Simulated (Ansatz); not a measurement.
# CaO (Fm-3m) in Ansatz: further runs

The runs below take CaO through band structure, with PBE0, r2SCAN0, r2SCANh, B3LYP, r2SCAN50.

Everything below comes from runs of Ansatz 0.2.0. Logs are shortened: lines on timing, memory, paths and dates and some standing lists are left out, and cuts for length are marked.

## 1. The crystal as given

The structure is cubic, space group Fm-3m (No. 225). The conventional cell has a = 4.807 Å, b = 4.807 Å, c = 4.807 Å, α = 90.00°, β = 90.00°, γ = 90.00°. Around Ca (site symmetry m-3m) lie 6 O at 2.40 Å. O (site symmetry m-3m) has 6 Ca at 2.40 Å as nearest neighbours.

The cell is a database's computed one.

## 2. Band structure, PBE0

input.yaml reads:

```yaml
crystal:
  lattice:
    - [0.0, 2.403555696, 2.403555696]
    - [2.403555696, 0.0, 2.403555696]
    - [2.403555696, 2.403555696, 0.0]
  atoms:
    - { symbol: Ca, position: [0.0, 0.0, 0.0] }
    - { symbol: O, position: [0.5, 0.5, 0.5] }
hamiltonian:
  xc: pbe0
  pseudopotentials: { kind: paw }
kpoints:
  mp_grid: { grid: [5, 5, 5] }
  band_path:
    path:
      - [[0.0, 0.0, 0.0], [0.5, 0.0, 0.5], [0.5, 0.25, 0.75], [0.375, 0.375, 0.75], [0.0, 0.0, 0.0], [0.5, 0.5, 0.5], [0.625, 0.25, 0.625], [0.5, 0.25, 0.75], [0.5, 0.5, 0.5], [0.375, 0.375, 0.75]]
      - [[0.625, 0.25, 0.625], [0.5, 0.0, 0.5]]
    npoints: 4
scf:
  occupations: { method: fermi_dirac, width: 0.05 }
  n_extra_bands: 6
output:
  forces: true
  stress: true
  eigenvalues: true
  fatbands: false
  write_density: true
  write_potential: true
  elf: true
  volumetric_format: npy
```

Potentials or basis: Ansatz PAW.

On the command line:

```
$ ansatz run input.yaml --threads 2 --pin off --max-ram 5632MiB --backend cpu --events-out ev --progress --plain --runs-dir out
```

The program printed:

```text
[... 2 lines left out ...]
Warning: RAYON_NUM_THREADS=2 ignored (pool sized by the plan → 2); use --threads N
scf.n_extra_bands = 6 over 8 filled bands (N_el = 16.0): the run solves 14 bands
Engine: ansatz 0.2.0, aarch64-unknown-linux-gnu
Pseudopotentials: kind: paw
Pseudopotential: Ca, paw, valence charge 10, recommended cutoff 420 eV (normal), Ca.paw.azcp
Pseudopotential: O, paw, valence charge 6, recommended cutoff 420 eV (normal), O.paw.azcp
Functional definition: PBE0
  parameter a = 0.25
  parameter kappa = 0.804
  parameter beta = 0.06672455060314922
  exchange = (1 - a)*pbe_x(kappa = kappa, mu = beta*pi^2/3) + a*exact_x
  correlation = pbe_c(beta = beta)
Crystal: 2 atoms, lattice volume = 27.771 Å³
Basis set: ecut = 420 eV, 537 PW (Γ), exchange–correlation on 48×48×48 points (8 copies of the dense FFT grid, shifted against one another)
Bands: 14, of which v1, the nominal top of the filled ones, is band 8 counted from 1 (7 counted from 0)
Symmetry: 48 space group operations
Space group: Fm-3m (ITA 225), of the structure as read, at distance tolerance 3.0e-5 Å
k-points: 10 of 125
Non-local potential: Ca, projectors of the file, l = 0: 3, l = 1: 2, l = 2: 2
Non-local potential: O, projectors of the file, l = 0: 2, l = 1: 2, l = 2: 1
PAW form: soft (Blöchl's): semilocal exchange-correlation on the pseudo side does not see the compensation charge
PAW frozen core: Ca, regenerated for the run's functional, and the local potential with it (the file was generated under x = pbe(κ = 0.804, μ = 0.2195149727645171), c = pbe(β = 0.06672455060314922))
PAW frozen core: O, regenerated for the run's functional, and the local potential with it (the file was generated under x = pbe(κ = 0.804, μ = 0.2195149727645171), c = pbe(β = 0.06672455060314922))
PAW one-centre angular grid: Ca, 110 points (default); XC on 64 Gauss nodes
PAW one-centre angular grid: O, 110 points (default); XC on 64 Gauss nodes
Initial density: superposition of atomic densities (neutral atoms: chi_scale 0, normalization atom), corrected by the library's trained network
Initial wavefunctions: pseudopotential atomic-orbital guess
Functional: x = pbe(κ = 0.804, μ = 0.2195149727645171), c = pbe(β = 0.06672455060314922), warm-up for x = 0.75 pbe(κ = 0.804, μ = 0.2195149727645171) + 0.25 exact, c = pbe(β = 0.06672455060314922)
SCF iter   1: F=—  HF=-2387.720698 eV  |F-HF|=—  |Δ(HF+E_count)|=         —  Δρ=5.84e-4  dr2=4.65e-5  ethr=1.77e-3  ⟨swp⟩=2.0  Hψ=981  notcnv=0
preconditioner: auto → none  [insulator: Δε(μ)=3.834 eV  Ē_g=19.058 eV  σ=0.050 eV  W_gap=1.00  n_scr=8 (ndim 8)  ℏωp=26.4 eV  f_vac=0.000  D(μ)=0.00/eV (n_scr^D=0)]
SCF iter   2: F=-2387.720910 eV  HF=-2387.720856 eV  |F-HF|=5.44e-5  |Δ(HF+E_count)|=   1.57e-4  Δρ=2.53e-4  dr2=7.50e-6  ethr=2.91e-7  ⟨swp⟩=3.2  Hψ=324  notcnv=0
SCF 1 stopped early in 2 iterations: F = -2387.720910 eV  dr2 = 7.50e-6
Initial density: handed on by an earlier stage of this run
Initial wavefunctions: those handed on with the density
Functional: x = 0.75 pbe(κ = 0.804, μ = 0.2195149727645171) + 0.25 exact, c = pbe(β = 0.06672455060314922)
Frozen-core exchange: fock
SCF iter   1: F=—  HF=-2388.651333 eV  |F-HF|=—  |Δ(HF+E_count)|=         —  Δρ=9.40e-3  dr2=4.04e-2  ethr=4.69e-7  ⟨swp⟩=6.3  Hψ=708  notcnv=0
preconditioner: auto → none  [insulator: Δε(μ)=6.467 eV  Ē_g=22.740 eV  σ=0.050 eV  W_gap=1.00  n_scr=8 (ndim 8)  ℏωp=26.4 eV  f_vac=0.000  D(μ)=0.00/eV (n_scr^D=0)]
SCF iter   2: F=—  HF=-2388.641313 eV  |F-HF|=—  |Δ(HF+E_count)|=   1.00e-2  Δρ=8.73e-3  dr2=1.48e-2  ethr=4.69e-7  ⟨swp⟩=5.0  Hψ=514  notcnv=0
SCF iter   3: F=—  HF=-2388.638139 eV  |F-HF|=—  |Δ(HF+E_count)|=   3.17e-3  Δρ=2.14e-3  dr2=2.12e-3  ethr=4.69e-7  ⟨swp⟩=4.5  Hψ=404  notcnv=0
SCF iter   4: F=—  HF=-2388.645557 eV  |F-HF|=—  |Δ(HF+E_count)|=   7.42e-3  Δρ=1.24e-3  dr2=7.03e-4  ethr=4.69e-7  ⟨swp⟩=4.0  Hψ=383  notcnv=0
SCF iter   5: F=—  HF=-2388.645351 eV  |F-HF|=—  |Δ(HF+E_count)|=   2.06e-4  Δρ=1.90e-4  dr2=2.06e-5  ethr=4.69e-7  ⟨swp⟩=3.0  Hψ=267  notcnv=0
SCF iter   6: F=-2388.645439 eV  HF=-2388.645438 eV  |F-HF|=1.07e-6  |Δ(HF+E_count)|=   8.67e-5  Δρ=1.00e-4  dr2=2.84e-6  ethr=5.56e-8  ⟨swp⟩=3.9  Hψ=339  notcnv=0
SCF 2 stopped early in 6 iterations: F = -2388.645439 eV  dr2 = 2.84e-6
hybrid outer 1: dexx = +9.003e-3 eV, tail = 2.00e-5 eV
Frozen-core exchange: fock
SCF iter   1: F=—  HF=-2388.645531 eV  |F-HF|=—  |Δ(HF+E_count)|=         —  Δρ=6.49e-5  dr2=6.43e-7  ethr=6.26e-7  ⟨swp⟩=3.4  Hψ=345  notcnv=0
preconditioner: auto → none  [insulator: Δε(μ)=6.255 eV  Ē_g=22.660 eV  σ=0.050 eV  W_gap=1.00  n_scr=8 (ndim 8)  ℏωp=26.4 eV  f_vac=0.000  D(μ)=0.00/eV (n_scr^D=0)]
iter 2 solved again at ethr=7.62e-11 eV; its pass at ethr=2.89e-9 eV (dr2=1.22e-8 eV) is discarded
SCF iter   2: F=—  HF=-2388.645531 eV  |F-HF|=—  |Δ(HF+E_count)|=   5.65e-8  Δρ=1.47e-5  dr2=3.69e-8  ethr=7.62e-11  ⟨swp⟩=2.9  Hψ=579  notcnv=0  defer=1
SCF iter   3: F=—  HF=-2388.645531 eV  |F-HF|=—  |Δ(HF+E_count)|=   2.29e-7  Δρ=1.68e-5  dr2=4.79e-8  ethr=7.62e-11  ⟨swp⟩=4.0  Hψ=362  notcnv=0
SCF iter   4: F=-2388.645531 eV  HF=-2388.645531 eV  |F-HF|=1.66e-10  |Δ(HF+E_count)|=   1.56e-8  Δρ=1.71e-6  dr2=5.16e-10  ethr=7.62e-11  ⟨swp⟩=3.5  Hψ=268  notcnv=0
SCF 3 converged in 4 iterations: F = -2388.645531 eV  dr2 = 5.16e-10
  Residual-converged pass: ⟨swp⟩=2.7  Hψ=236  notcnv=0  max |occ|·‖R‖ = 2.4e-6 eV (tolerance 2.4e-6 eV)  dr2=5.11e-10  dr2_onsite=9.45e-11  max |Δocc| = 0.0e0
hybrid outer 2: dexx = +2.871e-7 eV, tail = 6.88e-9 eV, Δε = 2.66e-3 eV (about 6.69e-5 eV left of the loop's levels)
NSCF: frozen V_eff on 42 k-points
hybrid SCF converged: 2 outer / 10 inner (+2 warm-up), last move |dexx| = 2.87e-7 eV, tail = 6.88e-9 eV
Stability not checked: this state was not tested for a lower state beside it, because the functional holds exact exchange (a hybrid, or Hartree-Fock), whose exchange loop this test does not read (fock_operator; see scf.lower_state_search)
Free energy (F): -2388.645532 eV
Frozen-core exchange: fock
Harris-Foulkes:  -2388.645532 eV  (|F-HF|=1.66e-10)
Internal energy: -2388.645532 eV  (E = F + TS)
E sigma→0 (E₀):  -2388.645532 eV
Fermi energy:    9.344044 eV
--- Per-component energies (eV) ---
  E_band       = -139.802960
  E_kinetic    = 457.061473
  E_local      = -890.856193  (includes V_loc(G=0)·N_el)
  E_nonlocal   = 110.051820
  E_hartree    = 295.810915
  E_xc         = -164.445423
  E_vxc        = -206.846484  (∫ρ·V_xc dr)
  E_exx        = -54.973687  (= α·E_x^exact, valence–valence)
  E_paw        = -1011.364093  (= ΣΔE_a)
  E_vpaw       = -90.890271  (= ΣTr[D̂ρ^β])
  E_aug_tail   = 0.002412  (compensation charges beyond the density's cutoff)
  E_ewald      = -1129.762138
  E_core_change = -0.170616  (= ΣΔE_core)
  E_smearing   = -0.000000  (= −TS)
  E_closure    = 0.000001  (closes the sum)
  Σ components = -2388.645532   (vs F -2388.645532, Δ=0.00e0)
--- Forces (eV/Å), atoms counted from 1 ---
  atom   1  Ca    -0.00000000     0.00000000    -0.00000000
  atom   2  O      0.00000000    -0.00000000    -0.00000000
  max |Σ_I F_I| component: 1.89e-29 eV/Å
--- Stress (GPa, compression-positive) ---
       -0.709258       0.000000       0.000000
        0.000000      -0.709258      -0.000000
       -0.000000       0.000000      -0.709258
  P = ⅓ Tr σ = -0.7093 GPa (-7.093 kbar)
--- Band table (eV; the first three rows and the last of 10) ---
  k-point 0: bands = ["-34.0092", "-13.2857", "-13.2857", "-13.2857", "-10.8158", "6.2332", "6.2332", "6.2332", "13.1956", "15.1937", "15.1937", "15.1937", "16.8168", "16.8168"]
  k-point 1: bands = ["-33.9730", "-13.8367", "-13.3035", "-13.3035", "-10.2297", "5.0441", "5.7433", "5.7433", "14.7344", "15.1548", "15.9053", "15.9053", "17.7590", "17.7590"]
  k-point 2: bands = ["-33.9138", "-14.4734", "-13.3318", "-13.3318", "-9.5286", "3.6088", "5.0692", "5.0692", "15.7409", "16.8486", "17.3164", "17.3164", "19.4730", "19.4730"]
  k-point 9: bands = ["-33.8796", "-14.0447", "-13.6351", "-13.5288", "-10.0069", "4.4888", "5.1075", "5.2573", "14.4496", "16.1888", "17.6484", "18.5507", "19.2797", "21.6268"]
```

Run time: 50 s. Hardware: 2 threads of Arm Neoverse V1, shared host; peak memory 0.52 GiB.

Results:

```
Free energy             : -2388.6455 eV
Pressure                : -0.7 GPa
Band gap on the k mesh  : 6.26 eV, indirect (least direct gap 6.68 eV)
Band gap along the path : 6.06 eV, indirect (least direct gap 6.49 eV)
```

Levels at the corners of the path, in eV from the valence-band top:
```
point  band 5  band 6  band 7  band 8  band 9  band 10  band 11  band 12
    Γ  -17.05    0.00    0.00    0.00    6.96     8.96     8.96     8.96
    X  -16.79   -1.47   -0.43   -0.43    6.06    10.91    11.91    12.71
    W  -16.32   -1.39   -1.17   -1.17    8.96     8.96    11.33    12.71
    K  -16.34   -1.44   -1.35   -0.85    7.66    10.81    11.51    12.14
    Γ  -17.05    0.00    0.00    0.00    6.96     8.96     8.96     8.96
    L  -15.66   -2.84   -1.27   -1.27    9.81    10.80    11.37    11.37
    U  -16.34   -1.44   -1.35   -0.85    7.66    10.81    11.51    12.14
    W  -16.32   -1.39   -1.17   -1.17    8.96     8.96    11.33    12.71
    L  -15.66   -2.84   -1.27   -1.27    9.81    10.80    11.37    11.37
    K  -16.34   -1.44   -1.35   -0.85    7.66    10.81    11.51    12.14
    U  -16.34   -1.44   -1.35   -0.85    7.66    10.81    11.51    12.14
    X  -16.79   -1.47   -0.43   -0.43    6.06    10.91    11.91    12.71
```

Caveat: the k mesh is coarse (spacing up to 0.45 Å⁻¹), so the values aren't converged, least of all with exact exchange; the k mesh misses the band edges, so the gap on the mesh is wider than the one along the path; the PAW data sets come from PBE, with cores solved anew for the run's functional, which leaves a small shift of forces and pressure; the thresholds are loose for stress.

## 3. Band structure, r2SCAN0

Edit input.yaml of step 2 so:

```diff
@@ -9,3 +9,3 @@
 hamiltonian:
-  xc: pbe0
+  xc: r2scan0
   pseudopotentials: { kind: paw }
```

Potentials or basis: Ansatz PAW.

On the command line:

```
$ ansatz run input.yaml --threads 2 --pin off --max-ram 5632MiB --backend cpu --events-out ev --progress --plain --runs-dir out
```

Wall time 66 s (2 threads of Arm Neoverse V1, shared host); peak memory 0.63 GiB.

The run converged. Its results:

```yaml
Free_energy: -2393.4548 eV
Pressure: -2.1 GPa
Band_gap_on_the_k_mesh: 6.63 eV, indirect (least direct gap 7.05 eV)
Band_gap_along_the_path: 6.43 eV, indirect (least direct gap 6.86 eV)
```

Levels at the corners of the path, in eV from the valence-band top:
```csv
point,band 4,band 5,band 6,band 7,band 8,band 9,band 10,band 11,band 12,band 13
Γ,-19.83,-17.65,0.00,0.00,0.00,7.43,9.38,9.38,9.38,11.11
X,-20.07,-17.40,-1.46,-0.43,-0.43,6.43,11.42,12.45,13.18,13.18
W,-20.27,-16.89,-1.38,-1.16,-1.16,9.37,9.37,11.84,13.19,13.66
K,-20.00,-16.91,-1.43,-1.34,-0.84,8.05,11.27,12.02,12.61,13.39
Γ,-19.83,-17.65,0.00,0.00,0.00,7.43,9.38,9.38,9.38,11.11
L,-19.88,-16.19,-2.81,-1.26,-1.26,10.25,11.26,11.84,11.84,14.18
U,-20.00,-16.91,-1.43,-1.34,-0.84,8.05,11.27,12.02,12.61,13.39
W,-20.27,-16.89,-1.38,-1.16,-1.16,9.37,9.37,11.84,13.19,13.66
L,-19.88,-16.19,-2.81,-1.26,-1.26,10.25,11.26,11.84,11.84,14.18
K,-20.00,-16.91,-1.43,-1.34,-0.84,8.05,11.27,12.02,12.61,13.39
U,-20.00,-16.91,-1.43,-1.34,-0.84,8.05,11.27,12.02,12.61,13.39
X,-20.07,-17.40,-1.46,-0.43,-0.43,6.43,11.42,12.45,13.18,13.18
```

Caveat: the k mesh is coarse (spacing up to 0.45 Å⁻¹), so the values aren't converged, least of all with exact exchange; the k mesh misses the band edges, so the gap on the mesh is wider than the one along the path; the PAW data sets come from PBE, with cores solved anew for the run's functional, which leaves a small shift of forces and pressure; the thresholds are loose for stress.

## 4. Band structure, r2SCANh

Edit input.yaml of step 3 so:

```diff
@@ -9,3 +9,3 @@
 hamiltonian:
-  xc: r2scan0
+  xc: r2scanh
   pseudopotentials: { kind: paw }
@@ -26,5 +26 @@
   fatbands: false
-  write_density: true
-  write_potential: true
-  elf: true
-  volumetric_format: npy
```

On the command line:

```
$ ansatz run input.yaml --threads 2 --pin off --max-ram 5632MiB --backend cpu --events-out ev --progress --plain --runs-dir out
```

Run time: 65 s. Hardware: 2 threads of Arm Neoverse V1, shared host; peak memory 0.64 GiB.

It converged, with:

- Free energy: -2393.8281 eV
- Pressure: -1.3 GPa
- Band gap on the k mesh: 5.27 eV, indirect (least direct gap 5.67 eV)
- Band gap along the path: 5.08 eV, indirect (least direct gap 5.48 eV)

Levels at the corners of the path, in eV from the valence-band top:
| point | band 4 | band 5 | band 6 | band 7 | band 8 | band 9 | band 10 | band 11 | band 12 | band 13 |
| --- | --- | --- | --- | --- | --- | --- | --- | --- | --- | --- |
| Γ | -19.32 | -16.95 | 0.00 | 0.00 | 0.00 | 6.22 | 7.86 | 7.86 | 7.86 | 9.52 |
| X | -19.55 | -16.72 | -1.37 | -0.40 | -0.40 | 5.08 | 9.83 | 10.76 | 11.39 | 11.39 |
| W | -19.74 | -16.25 | -1.32 | -1.09 | -1.09 | 7.90 | 7.90 | 10.20 | 11.40 | 11.91 |
| K | -19.48 | -16.28 | -1.37 | -1.26 | -0.81 | 6.64 | 9.70 | 10.38 | 10.87 | 11.64 |
| Γ | -19.32 | -16.95 | 0.00 | 0.00 | 0.00 | 6.22 | 7.86 | 7.86 | 7.86 | 9.52 |
| L | -19.37 | -15.61 | -2.69 | -1.22 | -1.22 | 8.71 | 10.02 | 10.15 | 10.15 | 12.38 |
| U | -19.48 | -16.28 | -1.37 | -1.26 | -0.81 | 6.64 | 9.70 | 10.38 | 10.87 | 11.64 |
| W | -19.74 | -16.25 | -1.32 | -1.09 | -1.09 | 7.90 | 7.90 | 10.20 | 11.40 | 11.91 |
| L | -19.37 | -15.61 | -2.69 | -1.22 | -1.22 | 8.71 | 10.02 | 10.15 | 10.15 | 12.38 |
| K | -19.48 | -16.28 | -1.37 | -1.26 | -0.81 | 6.64 | 9.70 | 10.38 | 10.87 | 11.64 |
| U | -19.48 | -16.28 | -1.37 | -1.26 | -0.81 | 6.64 | 9.70 | 10.38 | 10.87 | 11.64 |
| X | -19.55 | -16.72 | -1.37 | -0.40 | -0.40 | 5.08 | 9.83 | 10.76 | 11.39 | 11.39 |

Caveat: the k mesh is coarse (spacing up to 0.45 Å⁻¹), so the values aren't converged, least of all with exact exchange; the k mesh misses the band edges, so the gap on the mesh is wider than the one along the path; the PAW data sets come from PBE, with cores solved anew for the run's functional, which leaves a small shift of forces and pressure; the thresholds are loose for stress.

## 5. Band structure, B3LYP

Edit input.yaml of step 4 so:

```diff
@@ -9,3 +9,3 @@
 hamiltonian:
-  xc: r2scanh
+  xc: b3lyp
   pseudopotentials: { kind: paw }
```

On the command line:

```
$ ansatz run input.yaml --threads 2 --pin off --max-ram 5632MiB --backend cpu --events-out ev --progress --plain --runs-dir out
```

Wall time 50 s (2 threads of Arm Neoverse V1, shared host); peak memory 0.52 GiB.

Results (log left out):

```yaml
Free_energy: -2396.1518 eV
Pressure: 1.7 GPa
Band_gap_on_the_k_mesh: 5.86 eV, indirect (least direct gap 6.27 eV)
Band_gap_along_the_path: 5.67 eV, indirect (least direct gap 6.08 eV)
```

Levels at the corners of the path, in eV from the valence-band top:
```tsv
point	band 6	band 7	band 8	band 9	band 10	band 11
Γ	0.00	0.00	0.00	6.75	8.37	8.37
X	-1.39	-0.41	-0.41	5.67	10.29	11.19
W	-1.36	-1.11	-1.11	8.47	8.47	10.67
K	-1.39	-1.28	-0.83	7.22	10.27	10.85
Γ	0.00	0.00	0.00	6.75	8.37	8.37
L	-2.74	-1.25	-1.25	9.28	10.63	10.66
U	-1.39	-1.28	-0.83	7.22	10.27	10.85
W	-1.36	-1.11	-1.11	8.47	8.47	10.67
L	-2.74	-1.25	-1.25	9.28	10.63	10.66
K	-1.39	-1.28	-0.83	7.22	10.27	10.85
U	-1.39	-1.28	-0.83	7.22	10.27	10.85
X	-1.39	-0.41	-0.41	5.67	10.29	11.19
```

Caveat: the k mesh is coarse (spacing up to 0.45 Å⁻¹), so the values aren't converged, least of all with exact exchange; the k mesh misses the band edges, so the gap on the mesh is wider than the one along the path; the pressure holds a Pulay correction of +0.4 GPa for the finite cutoff; the PAW data sets come from PBE, with cores solved anew for the run's functional, which leaves a small shift of forces and pressure; the thresholds are loose for stress.

## 6. Band structure, r2SCAN50

Edit input.yaml of step 5 so:

```diff
@@ -9,3 +9,3 @@
 hamiltonian:
-  xc: b3lyp
+  xc: r2scan50
   pseudopotentials: { kind: paw }
```

Potentials or basis: Ansatz PAW.

On the command line:

```
$ ansatz run input.yaml --threads 2 --pin off --max-ram 5632MiB --backend cpu --events-out ev --progress --plain --runs-dir out
```

Wall time 67 s (2 threads of Arm Neoverse V1, shared host); peak memory 0.64 GiB.

Results (log left out):

```yaml
Free_energy: -2392.8886 eV
Pressure: -3.3 GPa
Band_gap_on_the_k_mesh: 8.93 eV, indirect (least direct gap 9.39 eV)
Band_gap_along_the_path: 8.71 eV, indirect (least direct gap 9.19 eV)
```

Levels at the corners of the path, in eV from the valence-band top:
| point | band 4 | band 5 | band 6 | band 7 | band 8 | band 9 | band 10 | band 11 | band 12 | band 13 |
| --- | --- | --- | --- | --- | --- | --- | --- | --- | --- | --- |
| Γ | -20.62 | -18.80 | 0.00 | 0.00 | 0.00 | 9.50 | 11.96 | 11.96 | 11.96 | 13.81 |
| X | -20.87 | -18.52 | -1.60 | -0.48 | -0.48 | 8.71 | 14.10 | 15.31 | 16.21 | 16.21 |
| W | -21.08 | -17.90 | -1.47 | -1.24 | -1.24 | 11.84 | 11.84 | 14.63 | 16.22 | 16.62 |
| K | -20.80 | -17.94 | -1.52 | -1.45 | -0.90 | 10.42 | 13.88 | 14.80 | 15.56 | 16.34 |
| Γ | -20.62 | -18.80 | 0.00 | 0.00 | 0.00 | 9.50 | 11.96 | 11.96 | 11.96 | 13.81 |
| L | -20.66 | -17.12 | -3.00 | -1.31 | -1.31 | 12.82 | 13.39 | 14.69 | 14.69 | 17.23 |
| U | -20.80 | -17.94 | -1.52 | -1.45 | -0.90 | 10.42 | 13.88 | 14.80 | 15.56 | 16.34 |
| W | -21.08 | -17.90 | -1.47 | -1.24 | -1.24 | 11.84 | 11.84 | 14.63 | 16.22 | 16.62 |
| L | -20.66 | -17.12 | -3.00 | -1.31 | -1.31 | 12.82 | 13.39 | 14.69 | 14.69 | 17.23 |
| K | -20.80 | -17.94 | -1.52 | -1.45 | -0.90 | 10.42 | 13.88 | 14.80 | 15.56 | 16.34 |
| U | -20.80 | -17.94 | -1.52 | -1.45 | -0.90 | 10.42 | 13.88 | 14.80 | 15.56 | 16.34 |
| X | -20.87 | -18.52 | -1.60 | -0.48 | -0.48 | 8.71 | 14.10 | 15.31 | 16.21 | 16.21 |

Caveat: the k mesh is coarse (spacing up to 0.45 Å⁻¹), so the values aren't converged, least of all with exact exchange; the k mesh misses the band edges, so the gap on the mesh is wider than the one along the path; the PAW data sets come from PBE, with cores solved anew for the run's functional, which leaves a small shift of forces and pressure; the thresholds are loose for stress.

## 7. Summary

```tsv
level	cutoff (eV)	gap on the mesh (eV)	pressure (GPa)
PBE0	420	6.26	-0.7
r2SCAN0	500	6.63	-2.1
r2SCANh	500	5.27	-1.3
B3LYP	420	5.86	1.7
r2SCAN50	500	8.93	-3.3
```

Alike in all rows: task band structure; potentials or basis Ansatz PAW; no spin polarisation; cell as given; k mesh 5 × 5 × 5; smearing fermi-dirac 0.05 eV; the mesh is coarse, so values aren't converged.

Caveats: all runs use coarse meshes; the k mesh misses the band edges, so the gap on the mesh is wider than the one along the path; the PAW data sets come from PBE, with cores solved anew for the run's functional, which leaves a small shift of forces and pressure; the thresholds are loose for stress.

Total energies depend on the potentials used, so only differences within one code and one set of settings carry meaning.
